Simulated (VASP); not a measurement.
## Cu2O (Cuprite): band structure with TB-mBJ

**Measured values to compare with.**

From “Importance of surface oxygen vacancies for ultrafast hot carrier relaxation and transport in Cu2O”, 2021, arxiv:2103.03167, for a bulk crystal of Cu2O: band gap 2.17 eV (direct).

The system is Cu2O (Cuprite).

```
Cu O
1.0
     4.23113    0.00000    0.00000
     0.00000    4.23113    0.00000
     0.00000    0.00000    4.23113
Cu O
4 2
Direct
  0.25000 0.25000 0.25000
  0.25000 0.75000 0.75000
  0.75000 0.75000 0.25000
  0.75000 0.25000 0.75000
  0.00000 0.00000 0.00000
  0.50000 0.50000 0.50000
```

```
Program                : VASP 6.6.1
Task                   : band structure
Functional             : TB-mBJ
Potentials or basis    : VASP PAW PBE potentials, release 64 (Cu, O)
Cutoff                 : 520 eV
k mesh                 : 6 × 6 × 6
Occupations            : gaussian, width 0.03 eV
Spin                   : no spin polarisation
Further INCAR settings : ALGO = Normal; EDIFF = 1e-06
```

```json
{"Band gap on the k mesh": "0.84 eV, direct", "Band gap along the path": "0.84 eV, direct"}
```

Levels at the corners of the path, in eV from the valence-band top:
```tsv
point	band 25	band 26	band 27	band 28	band 29	band 30	band 31	band 32
Γ	-1.71	0.00	0.00	0.00	0.84	1.75	1.75	8.77
X	-1.51	-1.51	-0.32	-0.32	2.52	2.52	4.73	4.73
X	-1.51	-1.51	-0.32	-0.32	2.52	2.52	4.73	4.73
M	-1.52	-1.52	-0.61	-0.61	2.37	2.37	4.17	4.17
M	-1.52	-1.52	-0.61	-0.61	2.37	2.37	4.17	4.17
Γ	-1.71	0.00	0.00	0.00	0.84	1.75	1.75	8.77
Γ	-1.71	0.00	0.00	0.00	0.84	1.75	1.75	8.77
R	-0.81	-0.57	-0.57	-0.57	2.86	2.86	2.86	5.37
R	-0.81	-0.57	-0.57	-0.57	2.86	2.86	2.86	5.37
X	-1.51	-1.51	-0.32	-0.32	2.52	2.52	4.73	4.73
M	-1.52	-1.52	-0.61	-0.61	2.37	2.37	4.17	4.17
R	-0.81	-0.57	-0.57	-0.57	2.86	2.86	2.86	5.37
```

It took 100 s on 2 MPI ranks on AMD EPYC 9R45 96-Core Processor (Zen 5), on a shared host, peak memory 0.2 GiB a rank.

Against the measured gap of Cu2O, 2.17 eV (direct; quoted in “Importance of surface oxygen vacancies for ultrafast hot carrier relaxation and transport in Cu2O”, 2021, arxiv:2103.03167), the calculated 0.84 eV is off by -1.33 eV. So large a miss can be the level of theory's own, or it may mean another phase, state or a wrong row. The value is that of TB-mBJ, without temperature or zero-point motion.
